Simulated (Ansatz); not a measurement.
Ionic part of the dielectric constant of KBr at 12 GPa, mode by mode

Level of theory: Ansatz 0.2.0, DFT PBEsol, scalar-relativistic, plane waves, PAW. Cutoff 420 eV, 8×8×8 k-points (Γ-centred), fixed occupations. No spin polarisation. Phonons by linear response, acoustic sum rule imposed.

The structure is cubic, space group Fm-3m (No. 225). Conventional cell: a = 5.854 Å, b = 5.854 Å, c = 5.854 Å, α = 90.00°, β = 90.00°, γ = 90.00°. Around K (site symmetry m-3m) lie 6 Br at 2.93 Å. Br (site symmetry m-3m) is surrounded by 6 K at 2.93 Å.

The real crystal has changed phase below this pressure.

The primitive cell has V = 50.16 Å³ and ε∞,zz = 3.135. Each polar mode adds Δε = (4.92064×10⁷/V)·S/ν² along z, with S its oscillator strength in e²/amu, ν in cm⁻¹ and V in Å³.

Question: From these modes, find each Δε and ε0,zz.
```csv
ν (cm⁻¹),S_zz (e²/amu)
215.8,0.04142
```

Answer:
```
ν (cm⁻¹)    Δε
   215.8  0.87
```

The sum is 0.873, so ε0,zz = 4.01; the run's tensor has 4.01.

Question: Where do the longitudinal modes lie for a wave vector along z?

Answer: At 244 cm⁻¹. The Lyddane–Sachs–Teller product Π(ν_LO/ν_TO)² = 1.28 matches ε0/ε∞ = 1.28.